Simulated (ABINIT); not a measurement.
Crystal: ZrS2.

```
Zr S
1.0
     3.69138    0.00000    0.00000
    -1.84569    3.19683    0.00000
     0.00000    0.00000    6.04108
Zr S
1 2
Direct
  0.00000 0.00000 0.00000
  0.33333 0.66667 0.23791
  0.66667 0.33333 0.76209
```

The cell is a database's computed one.

Base run:

| Property | Result |
| --- | --- |
| Program | ABINIT 10.8.3 (patched build) |
| Functional | AM05 |
| Potentials or basis | JTH PAW PBE v2.0 |
| Cutoff | 544 eV |
| k mesh | 8 × 8 × 5 |
| Occupations | fermi-dirac, width 0.05 eV |
| Spin | no spin polarisation |

Its results: band gap on the k mesh 1.00 eV, indirect (least direct gap 1.59 eV); pressure -2.3 GPa; largest force 0.230 eV/Å.

After a change of settings the same cell gave: band gap on the k mesh 0.97 eV, indirect (least direct gap 1.59 eV); pressure -3.4 GPa; largest force 0.208 eV/Å. Which change was it?
A. functional from AM05 to PBEsol; k mesh from 8 × 8 × 5 to 6 × 6 × 4
B. functional from AM05 to BP86
C. functional from AM05 to PBEsol; k mesh from 8 × 8 × 5 to 3 × 3 × 2
D. functional from AM05 to SOGGA

D.

Caveats: the PAW data sets were made with another functional, which shifts forces and pressure a little; this functional lacks dispersion, which binds the layers, so the pressure and a relaxed spacing across them are unreliable (some runs).

Runs at the PBE level aren't shown here.
